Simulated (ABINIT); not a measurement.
# TiAl3 (I4/mmm) in ABINIT: band structure with PBEsol

Aim: the band structure of TiAl3 with PBEsol.

Everything below comes from runs of ABINIT 10.8.3 (patched build). Logs are shortened: lines on timing, memory, paths and dates and some standing lists are left out, and cuts for length are marked. The log counts tension as positive stress, the text compression.

### Step 1. Starting point

The structure is tetragonal, space group I4/mmm (No. 139). Conventional cell: a = 3.822 Å, b = 3.822 Å, c = 8.561 Å, α = 90.00°, β = 90.00°, γ = 90.00°. Around Ti (site symmetry 4/mmm) lie 12 Al at 2.70 to 2.87 Å. Al (site symmetry -4m2) is surrounded by 8 Al at 2.70 to 2.87 Å and 4 Ti at 2.87 Å. Around Al (site symmetry 4/mmm) lie 4 Ti at 2.70 Å and 8 Al at 2.87 Å.

The cell comes from a database or a generator and needn't be the stable form of this composition.

### Step 2. Band structure, PBEsol

The input, run.abi:

```
# Datasets: ground state, then fixed potential
ndtset 2

# Pseudopotentials
pp_dirpath "./"
pseudos "Ti.upf, Al.upf"

# Structure
acell 3*1.0
rprim
    -3.6114683927     3.6114683927     8.0892916522
     3.6114683927    -3.6114683927     8.0892916522
     3.6114683927     3.6114683927    -8.0892916522
ntypat 2
znucl 22 13
natom 4
typat 1 2 2 2
xred
     0.0000000000     0.0000000000     0.0000000000
     0.2500000000     0.7500000000     0.5000000000
     0.7500000000     0.2500000000     0.5000000000
     0.5000000000     0.5000000000     0.0000000000

# Plane-wave basis
ecut 42.0

# Exchange and correlation
ixc -116133

# Bands and occupations
occopt 3
tsmear 0.05 eV

# SCF cycle
nstep 100

# Output
iomode 3
prtwf 0
prteig 0
prtebands 0
enunit 1
prtden1 1

# Dataset 1
kptopt1 1
ngkpt1 10 10 10
nshiftk1 1
shiftk1 0.0 0.0 0.0
nband1 15
tolvrs1 1.0e-10

# Dataset 2: bands along G-X-Y-S-G-Z-S1-N-P-Y1-Z
iscf2 -2
getden2 1
nband2 21
nbdbuf2 4
tolwfr2 1.0e-11
kptopt2 -10
ndivsm2 5
prteig2 1
prtvol2 -3
kptbounds2
     0.0000000000     0.0000000000     0.0000000000
     0.0000000000     0.0000000000     0.5000000000
    -0.0996590294     0.0996590294     0.5000000000
    -0.2998295147     0.2998295147     0.2998295147
     0.0000000000     0.0000000000     0.0000000000
     0.5000000000     0.5000000000    -0.5000000000
     0.2998295147     0.7001704853    -0.2998295147
     0.0000000000     0.5000000000     0.0000000000
     0.2500000000     0.2500000000     0.2500000000
     0.5000000000     0.5000000000    -0.0996590294
     0.5000000000     0.5000000000    -0.5000000000
```

Potentials or basis: PseudoDojo NC SR PBEsol v0.4.1 standard.

Command:

```sh
$ abinit run.abi > log 2>&1
```

run.abo:

```text
.Version 10.8.3 of ABINIT
 DATASET    1 : space group I4/m m m (#139); Bravais tI (body-center tetrag.)
================================================================================
 Values of the parameters that define the memory need for DATASET  1.
     intxc =       0    ionmov =       0      iscf =       7    lmnmax =       6
     lnmax =       6     mgfft =      60  mpssoang =       3    mqgrid =    3001
     natom =       4  nloc_mem =       1    nspden =       1   nspinor =       1
    nsppol =       1      nsym =      16    n1xccc =    2501    ntypat =       2
    occopt =       3   xclevel =       2
       mpw =        5516          nfft =      216000          nkpt =         102
================================================================================
================================================================================

 DATASET    2 : space group I4/m m m (#139); Bravais tI (body-center tetrag.)
================================================================================
 Values of the parameters that define the memory need for DATASET  2.
     intxc =       0    ionmov =       0      iscf =      -2    lmnmax =       6
     lnmax =       6     mgfft =      60  mpssoang =       3    mqgrid =    3001
     natom =       4  nloc_mem =       1    nspden =       1   nspinor =       1
    nsppol =       1      nsym =      16    n1xccc =    2501    ntypat =       2
    occopt =       3   xclevel =       2
       mpw =        5518          nfft =      216000          nkpt =         152
================================================================================
================================================================================

--------------------------------------------------------------------------------
------------- Echo of variables that govern the present computation ------------
--------------------------------------------------------------------------------
 -outvars: echo values of preprocessed input variables --------
            acell      1.0000000000E+00  1.0000000000E+00  1.0000000000E+00 Bohr
              amu      4.78800000E+01  2.69815390E+01
             ecut      4.20000000E+01 Hartree
           enunit           1
           getden1          0
           getden2          1
             iscf1          7
             iscf2         -2
              ixc     -116133
           jdtset        1    2
           kptopt1          1
           kptopt2        -10
         kptrlatt       10    0    0      0   10    0      0    0   10
          kptrlen1     7.22293679E+01
          kptrlen2     3.00000000E+01
            natom           4
            nband1         15
            nband2         21
           nbdbuf1          0
           nbdbuf2          4
           ndtset           2
           ndivsm1          0
           ndivsm2          5
            ngfft          60      60      60
             nkpt1        102
             nkpt2        152
            nstep         100
             nsym          16
           ntypat           2
           occopt           3
        prtebands           0
           prteig1          0
           prteig2          1
           prtvol1          0
           prtvol2         -3
            prtwf           0
            rprim     -3.6114683927E+00  3.6114683927E+00  8.0892916522E+00
                       3.6114683927E+00 -3.6114683927E+00  8.0892916522E+00
                       3.6114683927E+00  3.6114683927E+00 -8.0892916522E+00
           shiftk1     0.00000000E+00  0.00000000E+00  0.00000000E+00
           shiftk2     5.00000000E-01  5.00000000E-01  5.00000000E-01
          spgroup         139
           tolvrs1     1.00000000E-10
           tolvrs2     0.00000000E+00
           tolwfr1     0.00000000E+00
           tolwfr2     1.00000000E-11
           tsmear      1.83746611E-03 Hartree
            typat      1  2  2  2
           xangst      0.0000000000E+00  0.0000000000E+00  0.0000000000E+00
                       1.9111067700E+00  1.1750094465E-16  2.1403343959E+00
                       1.2891415237E-16  1.9111067700E+00  2.1403343959E+00
                      -2.1963585303E-17 -2.1963585303E-17  4.2806687918E+00
            xcart      0.0000000000E+00  0.0000000000E+00  0.0000000000E+00
                       3.6114683927E+00  2.2204460493E-16  4.0446458261E+00
                       2.4361244174E-16  3.6114683927E+00  4.0446458261E+00
                      -4.1505160966E-17 -4.1505160966E-17  8.0892916522E+00
             xred      0.0000000000E+00  0.0000000000E+00  0.0000000000E+00
[... 1414 lines left out ...]
  3.17E-12  8.31E-12  6.25E-12  6.24E-09  3.32E-07
 -1.7519E+00 -8.8553E-01 -8.8553E-01 -8.8291E-01  1.7067E-03  3.4408E-02
  2.3749E-01  2.7611E-01  2.8167E-01  3.0751E-01  3.3928E-01  3.3960E-01
  3.4939E-01  4.2753E-01  4.8951E-01  5.3806E-01  5.4195E-01  5.4550E-01
  5.4596E-01  5.9593E-01  6.0446E-01
 Non-SCF case, kpt  152 (  0.50000  0.50000 -0.50000), residuals and eigenvalues=
  4.61E-12  8.16E-12  2.63E-12  7.58E-12  4.20E-12  2.06E-12  4.91E-12  1.84E-12
  3.81E-12  3.71E-12  5.78E-12  9.49E-12  5.87E-12  3.18E-12  7.38E-12  6.13E-12
  8.43E-12  4.31E-12  3.96E-12  7.98E-08  3.81E-07
 -1.7519E+00 -8.8553E-01 -8.8553E-01 -8.8291E-01  1.4422E-03  3.4102E-02
  2.3939E-01  2.7975E-01  2.7975E-01  3.0464E-01  3.3962E-01  3.3962E-01
  3.4922E-01  4.2653E-01  4.8922E-01  5.3859E-01  5.4190E-01  5.4617E-01
  5.4617E-01  6.0306E-01  6.0306E-01

--- !ResultsGS
iteration_state: {dtset: 2, }
comment   : Summary of ground state results
lattice_vectors:
- [ -3.6114684,   3.6114684,   8.0892917, ]
- [  3.6114684,  -3.6114684,   8.0892917, ]
- [  3.6114684,   3.6114684,  -8.0892917, ]
lattice_lengths: [   9.56672,    9.56672,    9.56672, ]
lattice_angles: [135.642, 135.642,  64.535, ] # degrees, (23, 13, 12)
lattice_volume:   4.2202494E+02
convergence: {deltae:  0.000E+00, res2:  0.000E+00, residm:  9.994E-12, diffor:  0.000E+00, }
etotal    :  -6.63210101E+01
entropy   :   0.00000000E+00
fermie    :   3.13409267E-01
cartesian_stress_tensor: null
pressure_GPa: null
xred      :
- [  0.0000E+00,   0.0000E+00,   0.0000E+00, Ti]
- [  2.5000E-01,   7.5000E-01,   5.0000E-01, Al]
- [  7.5000E-01,   2.5000E-01,   5.0000E-01, Al]
- [  5.0000E-01,   5.0000E-01,  -1.1493E-17, Al]
cartesian_forces: null
force_length_stats: {min: null, max: null, mean: null, }
...

 Integrated electronic density in atomic spheres:
 ------------------------------------------------
 Atom  Sphere_radius  Integrated_density
    1        2.00000          9.56327384
    2        2.00000          0.93013185
    3        2.00000          0.93013185
    4        2.00000          0.94031980
================================================================================

 ----iterations are completed or convergence reached----

 Mean square residual over all n,k,spin=   53.755E-13; max=  99.938E-13
 reduced coordinates (array xred) for    4 atoms
       0.000000000000      0.000000000000      0.000000000000
       0.250000000000      0.750000000000      0.500000000000
       0.750000000000      0.250000000000      0.500000000000
       0.500000000000      0.500000000000     -0.000000000000

 cartesian coordinates (angstrom) at end:
    1      0.00000000000000     0.00000000000000     0.00000000000000
    2      1.91110677001681     0.00000000000000     2.14033439589403
    3      0.00000000000000     1.91110677001681     2.14033439589403
    4     -0.00000000000000    -0.00000000000000     4.28066879178806
 length scales=  1.000000000000  1.000000000000  1.000000000000 bohr
              =  0.529177210544  0.529177210544  0.529177210544 angstroms
 Eigenvalues (   eV  ) for nkpt= 152  k points:
 kpt#   1, nband= 21, wtk=  1.00000, kpt=  0.0000  0.0000  0.0000 (reduced coord)
 -47.67142  -24.09613  -24.09613  -24.02214   -1.58898    5.66738    5.89988    7.10210
   7.29850    7.29850    9.38266   10.28666   10.28666   10.76806   11.00933   12.37049
  12.38173   12.38173   14.84953   15.35208   17.65629
 kpt#   2, nband= 21, wtk=  1.00000, kpt=  0.0000  0.0000  0.0200 (reduced coord)
 -47.67141  -24.09625  -24.09623  -24.02212   -1.58058    5.67456    5.89456    7.09259
   7.27016    7.29846    9.33576   10.29645   10.30521   10.74924   11.03761   12.36818
  12.39462   12.42665   14.88812   15.35315   17.24455
 kpt#   3, nband= 21, wtk=  1.00000, kpt=  0.0000  0.0000  0.0400 (reduced coord)
 -47.67138  -24.09659  -24.09652  -24.02207   -1.55542    5.69600    5.87875    7.06472
   7.18860    7.29831    9.20750   10.32482   10.35105   10.69966   11.11658   12.36128
  12.43568   12.55434   14.99753   15.35737   16.76307
 kpt#   4, nband= 21, wtk=  1.00000, kpt=  0.0000  0.0000  0.0600 (reduced coord)
 -47.67132  -24.09715  -24.09699  -24.02199   -1.51354    5.73137    5.85288    7.02031
   7.06269    7.29789    9.02168   10.36894   10.40738   10.63432   11.23021   12.34984
  12.51200   12.74928   15.15035   15.36765   16.29513
 kpt#   5, nband= 21, wtk=  1.00000, kpt=  0.0000  0.0000  0.0800 (reduced coord)
[... 577 lines left out ...]
   7.97508    8.66262    9.16115    9.23786    9.55571   11.85286   13.38519   14.54863
  14.70483   14.71801   14.80758   15.42123   16.72863
 kpt# 150, nband= 21, wtk=  1.00000, kpt=  0.5000  0.5000 -0.4600 (reduced coord)
 -47.67131  -24.09684  -24.09680  -24.02516    0.06803    0.96119    6.33020    7.29510
   7.79825    8.52010    9.20522    9.23988    9.52340   11.71537   13.34408   14.60266
  14.74499   14.79298   14.83846   15.82647   16.55784
 kpt# 151, nband= 21, wtk=  1.00000, kpt=  0.5000  0.5000 -0.4800 (reduced coord)
 -47.67134  -24.09651  -24.09650  -24.02525    0.04644    0.93629    6.46244    7.51321
   7.66461    8.36769    9.23228    9.24103    9.50738   11.63357   13.32026   14.64144
  14.74718   14.84392   14.85626   16.21617   16.44809
 kpt# 152, nband= 21, wtk=  1.00000, kpt=  0.5000  0.5000 -0.5000 (reduced coord)
 -47.67135  -24.09640  -24.09640  -24.02527    0.03924    0.92797    6.51415    7.61235
   7.61235    8.28962    9.24141    9.24141    9.50268   11.60647   13.31247   14.65571
  14.74574   14.86205   14.86205   16.40999   16.41000

== END DATASET(S) ==============================================================
================================================================================

 -outvars: echo values of variables after computation  --------
            acell      1.0000000000E+00  1.0000000000E+00  1.0000000000E+00 Bohr
           etotal1    -6.6321010118E+01
            fcart1    -0.0000000000E+00 -0.0000000000E+00 -0.0000000000E+00
                      -0.0000000000E+00 -0.0000000000E+00 -0.0000000000E+00
                      -0.0000000000E+00 -0.0000000000E+00 -0.0000000000E+00
                      -0.0000000000E+00 -0.0000000000E+00 -0.0000000000E+00
            rprim     -3.6114683927E+00  3.6114683927E+00  8.0892916522E+00
                       3.6114683927E+00 -3.6114683927E+00  8.0892916522E+00
                       3.6114683927E+00  3.6114683927E+00 -8.0892916522E+00
           strten1     1.9310105048E-05  1.9310105048E-05  2.1948409415E-05
                       0.0000000000E+00  0.0000000000E+00  0.0000000000E+00
           xangst      0.0000000000E+00  0.0000000000E+00  0.0000000000E+00
                       1.9111067700E+00  1.1750094465E-16  2.1403343959E+00
                       1.2891415237E-16  1.9111067700E+00  2.1403343959E+00
                      -2.1963585303E-17 -2.1963585303E-17  4.2806687918E+00
             xred      0.0000000000E+00  0.0000000000E+00  0.0000000000E+00
                       2.5000000000E-01  7.5000000000E-01  5.0000000000E-01
                       7.5000000000E-01  2.5000000000E-01  5.0000000000E-01
                       5.0000000000E-01  5.0000000000E-01 -1.1492599811E-17
 Calculation completed.
```

Wall time 11 min (1 thread of AMD EPYC 9R45 (Zen 5), shared host); peak memory 0.37 GiB.

What came out:

| Property | Result |
| --- | --- |
| Free energy | -1804.6866 eV |
| Pressure | -0.6 GPa |
| Band gap on the k mesh | none (metal or under the smearing width) |
| Valence electrons inside the program's atomic spheres | Ti 9.56; Al 0.93, 0.94 |

Stress tensor (GPa, compression positive):
```
-0.57  0.00  0.00
 0.00 -0.57  0.00
 0.00  0.00 -0.65
```

Levels at the corners of the path, in eV from the Fermi level:
| point | band 7 | band 8 | band 9 | band 10 | band 11 | band 12 | band 13 | band 14 |
| --- | --- | --- | --- | --- | --- | --- | --- | --- |
| Γ | -2.63 | -1.43 | -1.23 | -1.23 | 0.85 | 1.76 | 1.76 | 2.24 |
| X | -4.38 | -3.77 | -2.70 | -2.21 | -0.99 | 1.78 | 1.95 | 2.71 |
| Y | -4.92 | -3.62 | -2.22 | -1.37 | -0.87 | 1.70 | 1.92 | 2.22 |
| S | -5.58 | -1.07 | -0.77 | -0.61 | 0.57 | 1.61 | 2.13 | 3.06 |
| Γ | -2.63 | -1.43 | -1.23 | -1.23 | 0.85 | 1.76 | 1.76 | 2.24 |
| Z | -2.01 | -0.92 | -0.92 | -0.24 | 0.71 | 0.71 | 0.97 | 3.08 |
| S1 | -5.58 | -1.07 | -0.77 | -0.61 | 0.57 | 1.61 | 2.13 | 3.06 |
| N | -3.63 | -2.94 | -1.06 | -0.26 | 0.51 | 1.81 | 2.10 | 2.74 |
| P | -4.80 | -4.27 | -1.83 | -1.83 | -1.15 | 0.86 | 1.78 | 1.95 |
| Y1 | -4.92 | -3.62 | -2.22 | -1.37 | -0.87 | 1.70 | 1.92 | 2.22 |
| Z | -2.01 | -0.92 | -0.92 | -0.24 | 0.71 | 0.71 | 0.97 | 3.08 |
